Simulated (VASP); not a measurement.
A run of VASP 6.6.1 is set up as follows.

INCAR

```
PREC = Accurate
ENCUT = 520
EDIFF = 1E-6
ISMEAR = -1
SIGMA = 0.05
LREAL = False
LASPH = True
NELM = 60
ALGO = Normal
ISIF = 2
LWAVE = False
LCHARG = False
GGA = PE
IVDW = 12
NBANDS = 18
```

Contents of KPOINTS:

```
regular mesh
0
Gamma
  1 1 1
```

Contents of POSCAR:

```
H
1.0
    5.4513620000      0.0000000000      0.0000000000
    0.0000000000      5.4513620000      0.0000000000
    0.0000000000      0.0000000000      5.4513620000
H
12
Direct
    0.8492189658     -0.1463120593      0.8556210356
    0.7732746422     -0.1389377554      0.7565081901
    0.5258318930      0.3874077708      0.8591797793
    0.6424999844      0.4244260425      0.8774137546
    0.6980824242      0.9944854148      0.1814042069
    0.6196799992      0.9795533667      0.2883683014
   -0.0669374002      0.4838974187      0.4240408177
    0.0025314775      0.6227067658      0.4147770777
    0.2259802229      0.1108713749      0.5362513075
    0.2117269042      0.1803219085      0.4256734372
    0.3502060586      0.7010908467      0.9990530807
    0.2425999227      0.7747971975      0.9523675001
```

Potentials or basis: VASP PAW PBE potentials, release 64 (H).

Run with:

```bash
$ cat potpaw_PBE.64/H/POTCAR > POTCAR
$ mpirun -np 1 vasp_gam > vasp.out
```

(1) What does it give for the dispersion energy per atom?

(2) What does it give for the pressure?

(3) Predict the band gap on the k mesh.

(4) Estimate the largest force.

Answers

(1) -0.017 eV.

(2) 1.9 GPa.

(3) 9.31 eV, direct.

(4) 3.266 eV/Å.
